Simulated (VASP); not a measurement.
# In (P6_3/mmc) in VASP: a series of runs

One crystal, In, is run at these levels: PBE; tasks: single point.

All numbers are computed with VASP 6.6.1; they aren't measurements. Logs are shortened: lines on timing, memory, paths and dates and some standing lists are left out, and cuts for length are marked.

## 1. The crystal as given

The structure is hexagonal, space group P6_3/mmc (No. 194). Conventional cell: a = 3.335 Å, b = 3.335 Å, c = 5.509 Å, α = 90.00°, β = 90.00°, γ = 120.00°. Around In (site symmetry -6m2) lie 12 In at 3.34 to 3.36 Å.

This isn't the form of In at room conditions, which is tetragonal.

## 2. Single point, PBE

INCAR

```
  PREC = Accurate
  ENCUT = 250
  EDIFF = 1E-6
  ISMEAR = 1
  SIGMA = 0.2
  LREAL = False
  LASPH = True
  NELM = 100
  ALGO = Normal
  ISIF = 2
  LWAVE = False
  LCHARG = False
  GGA = PE
  NBANDS = 20
  ADDGRID = False
```

KPOINTS

```
regular mesh
0
Gamma
  5 5 3
```

POSCAR

```
In
1.0
    3.3354847820      0.0000000000      0.0000000000
   -1.6677423910      2.8886145552      0.0000000000
    0.0000000000      0.0000000000      5.5091429200
In
2
Direct
    0.6666666667      0.3333333333      0.7500000000
    0.3333333333      0.6666666667      0.2500000000
```

Potentials or basis: VASP PAW PBE potentials, release 64 (In_d).

Started as:

```sh
$ cat potpaw_PBE.64/In_d/POTCAR > POTCAR
$ mpirun -np 1 vasp_std > vasp.out
```

OUTCAR:

```text
PREC = Accurate
   ENCUT = 250
   EDIFF = 1E-6
   ISMEAR = 1
   LREAL = False
   LASPH = True
   NELM = 100
   ISIF = 2
   GGA = PE

 Found     10 irreducible k-points:

 Following reciprocal coordinates:
            Coordinates               Weight
  0.000000  0.000000  0.000000      1.000000
  0.200000  0.000000  0.000000      6.000000
  0.400000  0.000000  0.000000      6.000000
  0.200000  0.200000  0.000000      6.000000
  0.400000  0.200000  0.000000      6.000000
  0.000000  0.000000  0.333333      2.000000
   k-points           NKPTS =     10   k-points in BZ     NKDIM =     10   number of bands    NBANDS=     20
   number of dos      NEDOS =    301   number of ions     NIONS =      2
   total plane-waves  NPLWV =   9072
   dimension x,y,z NGX =    18 NGY =   18 NGZ =   28
   dimension x,y,z NGXF=    36 NGYF=   36 NGZF=   56
   ions per type =               2
   NGX,Y,Z   is equivalent  to a cutoff of   8.97,  8.97,  8.45 a.u.
   NGXF,Y,Z  is equivalent  to a cutoff of  17.94, 17.94, 16.90 a.u.
 SYSTEM =  unknown system
   PREC   = accura    normal or accurate (medium, high low for compatibility)
   ISTART =      0    job   : 0-new  1-cont  2-samecut
   ICHARG =      2    charge: 1-file 2-atom 10-const
   ISPIN  =      1    spin polarized calculation?
   LNONCOLLINEAR =      F non collinear calculations
   LSORBIT =      F    spin-orbit coupling
   LASPH  =      T    aspherical Exc in radial PAW
   ENCUT  =  250.0 eV  18.37 Ry    4.29 a.u.   4.30  4.30  7.10*2*pi/ulx,y,z
   NELM   =    100;   NELMIN=  2; NELMDL= -5     # of ELM steps
   EDIFF  = 0.1E-05   stopping-criterion for ELM
[... 18 lines left out ...]
     AMIX     =   0.40;   BMIX     =  1.00
     AMIX_MAG =   1.60;   BMIX_MAG =  1.00
  volume/ion in A,a.u.               =      26.54       179.10
  Fermi-wavevector in a.u.,A,eV,Ry     =   1.290491  2.438675 22.658704  1.665368
  Thomas-Fermi vector in A             =   2.422320
   LORBIT       =      0    0 simple, 1 ext, 2 COOP (PROOUT), +10 PAW based schemes
   GGA     = PE    functional components
[... 5 lines left out ...]
 non-spin polarized calculation
 Methfessel and Paxton  Order N= 1 SIGMA  =   0.20
  energy-cutoff  :      250.00
  volume of cell :       53.08
 maximum number of plane-waves:       488
 NGX is ok and might be reduce to    18
   NGX =  9   NGY =  9   NGZ = 15

 number of electron      26.0000040 magnetization

 Free energy of the ion-electron system (eV)
  ---------------------------------------------------
  ext. energy  EPLUGINS =         0.00000000
  ---------------------------------------------------
  free energy    TOTEN  =        -5.12960179 eV

  energy without entropy =       -5.12529654  energy(sigma->0) =       -5.12816671

 E-fermi :   7.5432     XC(G=0): -10.1890

 val. band max:        7.5069312433   @ k =   0.4000   0.0000   0.3333
 cond. band min:       7.7688573039   @ k =   0.0000   0.0000   0.3333
 fundamental gap:      0.2619260605
 Fermi energy:         7.5432307644

 k-point     1 :       0.0000    0.0000    0.0000
  band No.  band energies     occupation
      1      -7.2965      2.00000
      2      -7.2413      2.00000
      3      -7.2216      2.00000
      4      -7.2216      2.00000
      5      -7.1951      2.00000
      6      -7.1951      2.00000
[... 12 lines left out ...]
     19      18.2593      0.00000
     20      18.7357      0.00000

 k-point     2 :       0.2000    0.0000    0.0000
  band No.  band energies     occupation
      1      -7.3239      2.00000
      2      -7.2291      2.00000
      3      -7.1953      2.00000
      4      -7.1753      2.00000
      5      -7.1524      2.00000
      6      -7.1233      2.00000
[... 12 lines left out ...]
     19      17.6076      0.00000
     20      18.8635      0.00000

 k-point     3 :       0.4000    0.0000    0.0000
  band No.  band energies     occupation
      1      -7.4169      2.00000
      2      -7.2937      2.00000
      3      -7.2719      2.00000
      4      -7.2044      2.00000
      5      -7.0955      2.00000
      6      -7.0940      2.00000
[... 12 lines left out ...]
     19      15.9133      0.00000
     20      17.7417      0.00000

 k-point     4 :       0.2000    0.2000    0.0000
  band No.  band energies     occupation
      1      -7.2811      2.00000
      2      -7.2716      2.00000
      3      -7.2650      2.00000
      4      -7.1969      2.00000
      5      -7.1296      2.00000
      6      -7.0870      2.00000
[... 12 lines left out ...]
     19      15.3473      0.00000
     20      19.6349      0.00000

 k-point     5 :       0.4000    0.2000    0.0000
  band No.  band energies     occupation
      1      -7.3313      2.00000
      2      -7.3153      2.00000
      3      -7.1938      2.00000
      4      -7.1916      2.00000
      5      -7.1219      2.00000
      6      -7.0842      2.00000
[... 12 lines left out ...]
     19      14.1875      0.00000
     20      19.4378      0.00000

 k-point     6 :       0.0000    0.0000    0.3333
  band No.  band energies     occupation
      1      -7.2768      2.00000
      2      -7.2482      2.00000
      3      -7.2373      2.00000
      4      -7.2373      2.00000
      5      -7.2177      2.00000
      6      -7.2177      2.00000
[... 12 lines left out ...]
     19      18.4123      0.00000
     20      18.6393      0.00000

 [... further k-points ...]

------------------------ aborting loop because EDIFF is reached ----------------------------------------

  FORCE on cell =-STRESS in cart. coord.  units (eV):
  Direction    XX          YY          ZZ          XY          YZ          ZX
  --------------------------------------------------------------------------------------
  -------------------------------------------------------------------------------------
  Total        0.2892221      0.2892221      0.4751106      0.0000000      0.0000000      0.0000000
  in kB        8.7299034      8.7299034     14.3407788      0.0000000      0.0000000      0.0000000
  external PRESSURE =      10.6001952 kB  Pullay stress =       0.0000000 kB

 VOLUME and BASIS-vectors are now :
 -----------------------------------------------------------------------------
  energy-cutoff  :      250.00
  volume of cell :       53.08
      direct lattice vectors                 reciprocal lattice vectors
     3.335484782  0.000000000  0.000000000     0.299806495  0.173093360  0.000000000
    -1.667742391  2.888614555  0.000000000     0.000000000  0.346186721  0.000000000
     0.000000000  0.000000000  5.509142920     0.000000000  0.000000000  0.181516438

 POSITION                                       TOTAL-FORCE (eV/Angst)
 -----------------------------------------------------------------------------------
      1.66774      0.96287      4.13186        -0.000000      0.000000      0.000000
     -0.00000      1.92574      1.37729         0.000000     -0.000000      0.000000
 -----------------------------------------------------------------------------------
    total drift:                                0.000000     -0.000000      0.000000

  FREE ENERGIE OF THE ION-ELECTRON SYSTEM (eV)
  ---------------------------------------------------
  free  energy   TOTEN  =        -5.1296017914 eV

  energy  without entropy=       -5.1252965365  energy(sigma->0) =       -5.12816671
```

Run time: 4.5 s. Hardware: 1 thread of Intel Xeon 6975P-C (Granite Rapids), shared host; peak memory 0.12 GiB.

These settings aren't checked as converged: the numbers below hold their error.

What came out:

| Quantity | Value |
| --- | --- |
| Free energy | -5.1296 eV |
| Band gap on the k mesh | none (metal or under the smearing width) |

Caveat: the k mesh is coarse (spacing up to 0.44 Å⁻¹), so the values aren't converged; the cutoff is under 1.25 times the usual one of these potentials, so pressure, stress and relaxed cells hold a basis-set (Pulay) error.

## 3. Single point, PBE

Edit INCAR of step 2 so:

```diff
@@ -1,3 +1,3 @@
   PREC = Accurate
-  ENCUT = 250
+  ENCUT = 350
   EDIFF = 1E-6
```

KPOINTS is that of step 2.

POSCAR is that of step 2.

Potentials or basis: VASP PAW PBE potentials, release 64 (In_d).

Started as:

```sh
$ cat potpaw_PBE.64/In_d/POTCAR > POTCAR
$ mpirun -np 1 vasp_std > vasp.out
```

OUTCAR:

```text
PREC = Accurate
   ENCUT = 350
   EDIFF = 1E-6
   ISMEAR = 1
   LREAL = False
   LASPH = True
   NELM = 100
   ISIF = 2
   GGA = PE

 Found     10 irreducible k-points:

 Following reciprocal coordinates:
            Coordinates               Weight
  0.000000  0.000000  0.000000      1.000000
  0.200000  0.000000  0.000000      6.000000
  0.400000  0.000000  0.000000      6.000000
  0.200000  0.200000  0.000000      6.000000
  0.400000  0.200000  0.000000      6.000000
  0.000000  0.000000  0.333333      2.000000
   k-points           NKPTS =     10   k-points in BZ     NKDIM =     10   number of bands    NBANDS=     20
   number of dos      NEDOS =    301   number of ions     NIONS =      2
   total plane-waves  NPLWV =  14400
   dimension x,y,z NGX =    20 NGY =   20 NGZ =   36
   dimension x,y,z NGXF=    40 NGYF=   40 NGZF=   72
   ions per type =               2
   NGX,Y,Z   is equivalent  to a cutoff of   9.97,  9.97, 10.86 a.u.
   NGXF,Y,Z  is equivalent  to a cutoff of  19.94, 19.94, 21.73 a.u.
 SYSTEM =  unknown system
   PREC   = accura    normal or accurate (medium, high low for compatibility)
   ISTART =      0    job   : 0-new  1-cont  2-samecut
   ICHARG =      2    charge: 1-file 2-atom 10-const
   ISPIN  =      1    spin polarized calculation?
   LNONCOLLINEAR =      F non collinear calculations
   LSORBIT =      F    spin-orbit coupling
   LASPH  =      T    aspherical Exc in radial PAW
   ENCUT  =  350.0 eV  25.72 Ry    5.07 a.u.   5.09  5.09  8.40*2*pi/ulx,y,z
   NELM   =    100;   NELMIN=  2; NELMDL= -5     # of ELM steps
   EDIFF  = 0.1E-05   stopping-criterion for ELM
[... 18 lines left out ...]
     AMIX     =   0.40;   BMIX     =  1.00
     AMIX_MAG =   1.60;   BMIX_MAG =  1.00
  volume/ion in A,a.u.               =      26.54       179.10
  Fermi-wavevector in a.u.,A,eV,Ry     =   1.290491  2.438675 22.658704  1.665368
  Thomas-Fermi vector in A             =   2.422320
   LORBIT       =      0    0 simple, 1 ext, 2 COOP (PROOUT), +10 PAW based schemes
   GGA     = PE    functional components
[... 5 lines left out ...]
 non-spin polarized calculation
 Methfessel and Paxton  Order N= 1 SIGMA  =   0.20
  energy-cutoff  :      350.00
  volume of cell :       53.08
 maximum number of plane-waves:       801
   NGX = 11   NGY = 11   NGZ = 17

 number of electron      26.0000024 magnetization

 Free energy of the ion-electron system (eV)
  ---------------------------------------------------
  ext. energy  EPLUGINS =         0.00000000
  ---------------------------------------------------
  free energy    TOTEN  =        -5.12684302 eV

  energy without entropy =       -5.12254509  energy(sigma->0) =       -5.12541037

 E-fermi :   7.5432     XC(G=0): -10.1885

 val. band max:        7.5069532727   @ k =   0.4000   0.0000   0.3333
 cond. band min:       7.7685463930   @ k =   0.0000   0.0000   0.3333
 fundamental gap:      0.2615931203
 Fermi energy:         7.5432442241

 k-point     1 :       0.0000    0.0000    0.0000
  band No.  band energies     occupation
      1      -7.3199      2.00000
      2      -7.2643      2.00000
      3      -7.2448      2.00000
      4      -7.2448      2.00000
      5      -7.2184      2.00000
      6      -7.2184      2.00000
[... 12 lines left out ...]
     19      18.2470      0.00000
     20      18.7282      0.00000

 k-point     2 :       0.2000    0.0000    0.0000
  band No.  band energies     occupation
      1      -7.3461      2.00000
      2      -7.2521      2.00000
      3      -7.2184      2.00000
      4      -7.1984      2.00000
      5      -7.1755      2.00000
      6      -7.1468      2.00000
[... 12 lines left out ...]
     19      17.6108      0.00000
     20      18.8585      0.00000

 k-point     3 :       0.4000    0.0000    0.0000
  band No.  band energies     occupation
      1      -7.4388      2.00000
      2      -7.3164      2.00000
      3      -7.2948      2.00000
      4      -7.2276      2.00000
      5      -7.1193      2.00000
      6      -7.1180      2.00000
[... 12 lines left out ...]
     19      15.9148      0.00000
     20      17.7363      0.00000

 k-point     4 :       0.2000    0.2000    0.0000
  band No.  band energies     occupation
      1      -7.3041      2.00000
      2      -7.2948      2.00000
      3      -7.2879      2.00000
      4      -7.2203      2.00000
      5      -7.1533      2.00000
      6      -7.1108      2.00000
[... 12 lines left out ...]
     19      15.3421      0.00000
     20      19.6296      0.00000

 k-point     5 :       0.4000    0.2000    0.0000
  band No.  band energies     occupation
      1      -7.3539      2.00000
      2      -7.3381      2.00000
      3      -7.2173      2.00000
      4      -7.2150      2.00000
      5      -7.1456      2.00000
      6      -7.1081      2.00000
[... 12 lines left out ...]
     19      14.1830      0.00000
     20      19.4329      0.00000

 k-point     6 :       0.0000    0.0000    0.3333
  band No.  band energies     occupation
      1      -7.2994      2.00000
      2      -7.2713      2.00000
      3      -7.2601      2.00000
      4      -7.2601      2.00000
      5      -7.2406      2.00000
      6      -7.2406      2.00000
[... 12 lines left out ...]
     19      18.4037      0.00000
     20      18.6311      0.00000

 [... further k-points ...]

------------------------ aborting loop because EDIFF is reached ----------------------------------------

  FORCE on cell =-STRESS in cart. coord.  units (eV):
  Direction    XX          YY          ZZ          XY          YZ          ZX
  --------------------------------------------------------------------------------------
  -------------------------------------------------------------------------------------
  Total        0.1876019      0.1876019      0.3799435     -0.0000000      0.0000000      0.0000000
  in kB        5.6625920      5.6625920     11.4682466     -0.0000000      0.0000000      0.0000000
  external PRESSURE =       7.5978102 kB  Pullay stress =       0.0000000 kB

 VOLUME and BASIS-vectors are now :
 -----------------------------------------------------------------------------
  energy-cutoff  :      350.00
  volume of cell :       53.08
      direct lattice vectors                 reciprocal lattice vectors
     3.335484782  0.000000000  0.000000000     0.299806495  0.173093360  0.000000000
    -1.667742391  2.888614555  0.000000000     0.000000000  0.346186721  0.000000000
     0.000000000  0.000000000  5.509142920     0.000000000  0.000000000  0.181516438

 POSITION                                       TOTAL-FORCE (eV/Angst)
 -----------------------------------------------------------------------------------
      1.66774      0.96287      4.13186         0.000000     -0.000000      0.000000
     -0.00000      1.92574      1.37729        -0.000000      0.000000      0.000000
 -----------------------------------------------------------------------------------
    total drift:                                0.000000     -0.000000      0.000000

  FREE ENERGIE OF THE ION-ELECTRON SYSTEM (eV)
  ---------------------------------------------------
  free  energy   TOTEN  =        -5.1268430180 eV

  energy  without entropy=       -5.1225450863  energy(sigma->0) =       -5.12541037
```

stdout:

```text
POSCAR found type information on POSCAR In
 POSCAR found :  1 types and       2 ions
 scaLAPACK will be used
 LDA part: xc-table for (Slater+PW92), standard interpolation
 POSCAR, INCAR and KPOINTS ok, starting setup
 FFT: planning ... GRIDC
 FFT: planning ... GRID_SOFT
 FFT: planning ... GRID
 WAVECAR not read
 entering main loop
```

Run time: 3.5 s. Hardware: 1 thread of Intel Xeon 6975P-C (Granite Rapids), shared host; peak memory 0.13 GiB.

These settings aren't checked as converged: the numbers below hold their error.

Results:

```yaml
Free_energy: -5.1268 eV
Pressure: 0.8 GPa
Band_gap_on_the_k_mesh: none (metal or under the smearing width)
```

Caveat: the k mesh is coarse (spacing up to 0.44 Å⁻¹), so the values aren't converged.

[end of part 1 of 2]
